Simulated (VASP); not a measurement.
Crystal: Gd.

```xyz
1
Lattice="0.0000 2.5858 2.5858 2.5858 0.0000 2.5858 2.5858 2.5858 0.0000" Properties=species:S:1:pos:R:3 pbc="T T T"
Gd    0.0000    0.0000    0.0000
```

This isn't the form of Gd at room conditions, which is hcp.

Base run:

| Quantity | Value |
| --- | --- |
| Program | VASP 6.6.1 |
| Functional | PBE |
| Potentials or basis | VASP PAW PBE potentials, release 64 (Gd) |
| Cutoff | 520 eV |
| k mesh | 11 × 11 × 11 |
| Occupations | fermi-dirac, width 0.05 eV |
| Spin | collinear spin, typed start |
| Starting moments | [7.0] μB |
| Hubbard terms | Gd f U = 5.0 eV |

Its results: band gap on the k mesh none (metal or under the smearing width); pressure -0.6 GPa; net moment 7.86 μB per cell; site moments Gd +7.13 μB.

Problem. The run is repeated on the same cell with these changes: hubbard terms from Gd f U = 5.0 eV to none. What comes out?

Solution. Band gap on the k mesh none (metal or under the smearing width); pressure -1.6 GPa; net moment 7.53 μB per cell; site moments Gd +6.95 μB.

Caveats: spin-orbit coupling is left out, which moves the levels of the heavy elements.
